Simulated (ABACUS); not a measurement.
# BaTiO3 (Pm-3m) in ABACUS: settings compared

Aim: see how the results for BaTiO3 move with the level of theory and the settings. Levels: r2SCAN, PBEsol, LDA. Tasks: single point.

Everything below comes from runs of ABACUS 3.10.1. Logs are shortened: lines on timing, memory, paths and dates and some standing lists are left out, and cuts for length are marked.

## Step 1: The structure

The structure is cubic, space group Pm-3m (No. 221). Conventional cell: a = 4.006 Å, b = 4.006 Å, c = 4.006 Å, α = 90.00°, β = 90.00°, γ = 90.00°. Ba (site symmetry m-3m) is surrounded by 12 O at 2.83 Å. Around Ti (site symmetry m-3m) lie 6 O at 2.00 Å. O (site symmetry 4/mmm) has 2 Ti at 2.00 Å as nearest neighbours.

## Step 2: Single point, r2SCAN

Contents of run_abacus.py:

```python
"""ABACUS run from a structure file: ASE reads it, the script writes STRU, KPT and INPUT."""
import re
import subprocess
import spglib
from ase import Atoms
from ase.io import read
from ase.units import Bohr

atoms = read("BaTiO3.cif")
cell, frac, numbers = spglib.standardize_cell((atoms.cell[:], atoms.get_scaled_positions(), atoms.numbers), to_primitive=True, symprec=1e-4)
atoms = Atoms(numbers=numbers, cell=cell, scaled_positions=frac, pbc=True)  # the primitive cell
atoms = atoms[(-atoms.numbers).argsort(kind="stable")]  # ABACUS lists atoms element by element
pseudo = {'Ba': 'Ba_ONCV_PBE-1.2.upf', 'Ti': 'Ti_ONCV_PBE-1.2.upf', 'O': 'O_ONCV_PBE-1.2.upf'}
orbital = {}
magmoms = None
kmesh = [4, 4, 4]
params = {
    'suffix': 'BaTiO3',
    'calculation': 'scf',
    'basis_type': 'pw',
    'pseudo_dir': './',
    'symmetry': 1,
    'dft_functional': 'MGGA_X_R2SCAN+MGGA_C_R2SCAN',
    'ecutwfc': 97,
    'pseudo_rcut': 7,
    'nspin': 1,
    'nbands': 30,
    'ks_solver': 'dav',
    'smearing_method': 'fd',
    'smearing_sigma': 0.00367493,
    'scf_thr': 1e-08,
    'scf_nmax': 100,
    'mixing_type': 'broyden',
    'mixing_beta': 0.7,
    'cal_force': 1,
    'cal_stress': 1,
    'mixing_tau': 1,
    'out_chg': 1,
    'out_pot': 2,
    'out_elf': 1,
}

symbols = atoms.get_chemical_symbols()
elements = list(dict.fromkeys(symbols))
lines = ["ATOMIC_SPECIES"] + [f"{e} {atoms.get_masses()[symbols.index(e)]:.4f} {pseudo[e]}" for e in elements]
if orbital:
    lines += ["", "NUMERICAL_ORBITAL"] + [orbital[e] for e in elements]
lines += ["", "LATTICE_CONSTANT", f"{1 / Bohr:.10f}", "", "LATTICE_VECTORS"]
lines += [" ".join(f"{x:.10f}" for x in v) for v in atoms.cell]
lines += ["", "ATOMIC_POSITIONS", "Direct"]
for e in elements:
    lines += ["", e, "0.0", str(symbols.count(e))]
    for i, p in enumerate(atoms.get_scaled_positions(wrap=False)):
        if symbols[i] == e:
            mag = "" if magmoms is None else " mag " + " ".join(str(x) for x in (magmoms[i] if isinstance(magmoms[i], list) else [magmoms[i]]))
            lines.append(" ".join(f"{x:.10f}" for x in p) + " 1 1 1" + mag)
open("STRU", "w").write("\n".join(lines) + "\n")
open("KPT", "w").write("K_POINTS\n0\nGamma\n%d %d %d 0 0 0\n" % tuple(kmesh))
open("INPUT", "w").write("INPUT_PARAMETERS\n" + "".join(f"{k:<20s}{v}\n" for k, v in params.items()))

done = subprocess.run(['mpirun', '-np', '4', 'abacus'])
if done.returncode:
    raise SystemExit(done.returncode)
log = open("OUT.BaTiO3/running_scf.log").read()
print("final energy (eV):", re.findall(r"FINAL_ETOT_IS (\S+)", log))
```

Contents of BaTiO3.cif:

```cif
data_BaTiO3
_cell_length_a 4.00600000
_cell_length_b 4.00600000
_cell_length_c 4.00600000
_cell_angle_alpha 90.00000000
_cell_angle_beta 90.00000000
_cell_angle_gamma 90.00000000
_space_group_name_H-M_alt 'Pm-3m'
_space_group_name_Hall '-P 4 2 3'
_space_group_IT_number 221
loop_
_space_group_symop_operation_xyz
'x,y,z'
'-x,-y,-z'
'-y,x,z'
'y,-x,-z'
'-x,-y,z'
'x,y,-z'
'y,-x,z'
'-y,x,-z'
'x,-y,-z'
'-x,y,z'
'-y,-x,-z'
'y,x,z'
'-x,y,-z'
'x,-y,z'
'y,x,-z'
'-y,-x,z'
'z,x,y'
'-z,-x,-y'
'z,-y,x'
'-z,y,-x'
'z,-x,-y'
'-z,x,y'
'z,y,-x'
'-z,-y,x'
'-z,x,-y'
'z,-x,y'
'-z,-y,-x'
'z,y,x'
'-z,-x,y'
'z,x,-y'
'-z,y,x'
'z,-y,-x'
'y,z,x'
'-y,-z,-x'
'x,z,-y'
'-x,-z,y'
'-y,z,-x'
'y,-z,x'
'-x,z,y'
'x,-z,-y'
'-y,-z,x'
'y,z,-x'
'-x,-z,-y'
'x,z,y'
'y,-z,-x'
'-y,z,x'
'x,-z,y'
'-x,z,-y'
loop_
_atom_site_label
_atom_site_type_symbol
_atom_site_symmetry_multiplicity
_atom_site_Wyckoff_symbol
_atom_site_fract_x
_atom_site_fract_y
_atom_site_fract_z
_atom_site_occupancy
Ba1 Ba 1 b 0.5000000000 0.5000000000 0.5000000000 1
Ti1 Ti 1 a 0.0000000000 0.0000000000 0.0000000000 1
O1 O 3 d 0.0000000000 0.0000000000 0.5000000000 1
```

Potentials or basis: SG15 ONCV 1.2 PBE, plane waves.

On the command line:

```sh
OMP_NUM_THREADS=1 python run_abacus.py > log
```

running log:

```text
ABACUS v3.10.1

               Atomic-orbital Based Ab-initio Computation at UStc

 ------------------------------------------------------------------------------------

 READING GENERAL INFORMATION
                           global_out_dir = OUT.BaTiO3/
                           global_in_card = INPUT
                               pseudo_dir = ./
                              orbital_dir =
                                    DSIZE = 4
                                    GSIZE = 1

 READING UNITCELL INFORMATION
                                    ntype = 3
                  lattice constant (Bohr) = 1.88973
              lattice constant (Angstrom) = 1

 READING ATOM TYPE 1
                               atom label = Ba
                      L=0, number of zeta = 1
                      L=1, number of zeta = 1
                      L=2, number of zeta = 1
             number of atom for this type = 1

 READING ATOM TYPE 2
                               atom label = Ti
                      L=0, number of zeta = 1
                      L=1, number of zeta = 1
                      L=2, number of zeta = 1
             number of atom for this type = 1

 READING ATOM TYPE 3
                               atom label = O
                      L=0, number of zeta = 1
                      L=1, number of zeta = 1
                      L=2, number of zeta = 1
             number of atom for this type = 3

                        TOTAL ATOM NUMBER = 5
DIRECT COORDINATES
    atom                   x                   y                   z     mag                  vx                  vy                  vz
taud_Ba1            0.5000000000        0.5000000000        0.5000000000  0.0000        0.0000000000        0.0000000000        0.0000000000
taud_Ti1            0.0000000000        0.0000000000        0.0000000000  0.0000        0.0000000000        0.0000000000        0.0000000000
taud_O1            0.0000000000        0.0000000000        0.5000000000  0.0000        0.0000000000        0.0000000000        0.0000000000
taud_O2            0.5000000000        0.0000000000        0.0000000000  0.0000        0.0000000000        0.0000000000        0.0000000000
taud_O3            0.0000000000        0.5000000000        0.0000000000  0.0000        0.0000000000        0.0000000000        0.0000000000

                          Volume (Bohr^3) = 433.84
                             Volume (A^3) = 64.2884

 Lattice vectors: (Cartesian coordinate: in unit of a_0)
               +4.006                  +0                  +0
                   +0              +4.006                  +0
                   +0                  +0              +4.006
 Reciprocal vectors: (Cartesian coordinate: in unit of 2 pi/a_0)
            +0.249626                  -0                  +0
                   -0           +0.249626                  -0
                   +0                  -0           +0.249626
 The esolver type has been set to : ksdft_pw

                PAO radial cut off (Bohr) = 7

 Read in pseudopotential file is Ba_ONCV_PBE-1.2.upf
                     pseudopotential type = NC
          exchange-correlation functional = PBE
                 nonlocal core correction = 0
                        valence electrons = 10
                                     lmax = 3
                           number of zeta = 0
                     number of projectors = 8
                           L of projector = 0
                           L of projector = 0
                           L of projector = 1
                           L of projector = 1
                           L of projector = 2
                           L of projector = 2
                           L of projector = 3
                           L of projector = 3
 XC functional updated to : MGGA_X_R2SCAN+MGGA_C_R2SCAN
          exchange-correlation functional = MGGA_X_R2SCAN+MGGA_C_R2SCAN
                PAO radial cut off (Bohr) = 7

 Read in pseudopotential file is Ti_ONCV_PBE-1.2.upf
                     pseudopotential type = NC
          exchange-correlation functional = PBE
                 nonlocal core correction = 0
                        valence electrons = 12
                                     lmax = 2
                           number of zeta = 0
                     number of projectors = 6
                           L of projector = 0
                           L of projector = 0
                           L of projector = 1
                           L of projector = 1
                           L of projector = 2
                           L of projector = 2
[... 107 lines left out ...]
                                    ibrav = 1
                       right hand lattice = 1
(for k-lattice: )
                             BRAVAIS TYPE = 1
                     BRAVAIS LATTICE NAME = 01. Cubic P (simple)
                                    ibrav = 1
                       right hand lattice = 1
                        ROTATION MATRICES = 48
                               nkstot_ibz = 10
K-POINTS REDUCTION ACCORDING TO SYMMETRY
     IBZ    DIRECT_X    DIRECT_Y    DIRECT_Z  WEIGHT  ibz2bz
       1  0.00000000  0.00000000  0.00000000  0.0156       0
       2  0.25000000  0.00000000  0.00000000  0.0938       1
       3  0.50000000  0.00000000  0.00000000  0.0469       2
       4  0.25000000  0.25000000  0.00000000  0.1875       5
       5  0.50000000  0.25000000  0.00000000  0.1875       6
       6  0.50000000  0.50000000  0.00000000  0.0469      10
       7  0.25000000  0.25000000  0.25000000  0.1250      21
       8  0.50000000  0.25000000  0.25000000  0.1875      22
       9  0.50000000  0.50000000  0.25000000  0.0938      26
      10  0.50000000  0.50000000  0.50000000  0.0156      42

                               nkstot now = 10
[... K-POINTS DIRECT COORDINATES: 10 rows ...]

           k-point number in this process = 10
       minimum distributed K point number = 10
[... stars of the k points ...]

[... K-POINTS CARTESIAN COORDINATES: 10 rows ...]

[... K-POINTS DIRECT COORDINATES: 10 rows ...]

 SETUP PLANE WAVES FOR WAVE FUNCTIONS
     energy cutoff for wavefunc (unit:Ry) = 97
              fft grid for wave functions = [ 48, 48, 48 ]
                    number of plane waves = 8709
                         number of sticks = 509

 PARALLEL PW FOR WAVE FUNCTIONS
     PROC   COLUMNS(POT)             PW
        1            127           2177
        2            127           2177
        3            127           2177
        4            128           2178
 --------------- sum -------------------
        4            509           8709

 SETUP NONLOCAL PSEUDOPOTENTIALS IN PLANE WAVE BASIS
 Ba non-local projectors:
 projector 1 L=0
 projector 2 L=0
 projector 3 L=1
 projector 4 L=1
 projector 5 L=2
 projector 6 L=2
 projector 7 L=3
 projector 8 L=3
 Ti non-local projectors:
 projector 1 L=0
 projector 2 L=0
 projector 3 L=1
 projector 4 L=1
 projector 5 L=2
 projector 6 L=2
 O non-local projectors:
 projector 1 L=0
 projector 2 L=0
 projector 3 L=1
 projector 4 L=1
      TOTAL NUMBER OF NONLOCAL PROJECTORS = 74

 Init Non-Local PseudoPotential table :
 Init Non-Local-Pseudopotential done.

                                     npwx = 1780

 -------------------------------------------
 SELF-CONSISTENT
 -------------------------------------------
                                 init_chg = atomic

 PW ALGORITHM --------------- ION=   1  ELEC=   1--------------------------------

 Density error is 2.1812820851
                          Error Threshold = 0.01
----------------------------------------------------------
     Energy           Rydberg                 eV
----------------------------------------------------------
 E_KohnSham     -262.5855612684      -3572.6598457785
 E_Harris       -260.0572234645      -3538.2600451763
 E_Fermi        0.7673231952         10.4399676622
----------------------------------------------------------
[... 99 lines left out ...]
 Density error is 7.30833525441e-09
                          Error Threshold = 2.22673816202e-10
----------------------------------------------------------
     Energy           Rydberg                 eV
----------------------------------------------------------
 E_KohnSham     -263.5357594579      -3585.5879553849
 E_KS(sigma->0) -263.5357594579      -3585.5879553849
 E_Harris       -263.5359028899      -3585.5899068779
 E_band         -13.1452714832       -178.8505939278
 E_one_elec     -71.9122387346       -978.4162027269
 E_Hartree      58.7518589192        799.3600493934
 E_xc           -43.2263445986       -588.1245902528
 E_Ewald        -207.1490350439      -2818.4072117986
 E_entropy(-TS) -0.0000000000        -0.0000000001
 E_descf        0.0000000000         0.0000000000
 E_exx          0.0000000000         0.0000000000
 E_Fermi        0.8187422724         11.1395600976
----------------------------------------------------------

 charge density convergence is achieved
 final etot is -3585.5879554 eV
 EFERMI = 11.139560098 eV
The vacuum level is 10.606449062 eV

 STATE ENERGY(eV) AND OCCUPATIONS    NSPIN == 1
 1/10 kpoint (Cartesian) = 0.0000 0.0000 0.0000 (1747 pws)
       1       -49.3290      0.0312500
       2       -24.3158      0.0312500
       3       -24.3158      0.0312500
       4       -24.3158      0.0312500
       5       -15.5055      0.0312500
       6       -8.03626      0.0312500
[... 182 lines left out ...]
      29        20.6896    1.04948e-84
      30        21.6791        0.00000

[... levels at 4 further k points ...]

------------------------------------------------------------------------------------------
 TOTAL-FORCE (eV/Angstrom)
------------------------------------------------------------------------------------------
                       Ba1         0.0000000000         0.0000000000         0.0000000000
                       Ti1         0.0000000000         0.0000000000         0.0000000000
                        O1         0.0000000000         0.0000000000         0.0000000000
                        O2         0.0000000000         0.0000000000         0.0000000000
                        O3         0.0000000000         0.0000000000         0.0000000000
------------------------------------------------------------------------------------------

----------------------------------------------------------------
 TOTAL-STRESS (KBAR)
----------------------------------------------------------------
       -22.3510030155         0.0000000000         0.0000000000
         0.0000000000       -22.3510030155        -0.0000000000
         0.0000000000        -0.0000000000       -22.3510030155
----------------------------------------------------------------
 TOTAL-PRESSURE: -22.351003 KBAR

 --------------------------------------------
 !FINAL_ETOT_IS -3585.5879553849440526 eV
 --------------------------------------------
```

It took 40 s on 4 MPI ranks of Intel Xeon Platinum 8375C at 2.90GHz (Ice Lake), shared host; peak memory 0.36 GiB.

What came out:

```yaml
Free_energy: -3585.5880 eV
Pressure: -2.2 GPa
Band_gap_on_the_k_mesh: 2.25 eV, indirect (least direct gap 2.39 eV)
```

Caveat: the potentials were made for another functional, which shifts forces and pressure; spin-orbit coupling is left out, which moves the levels of the heavy elements.

(Part 1 of 2 ends here.)
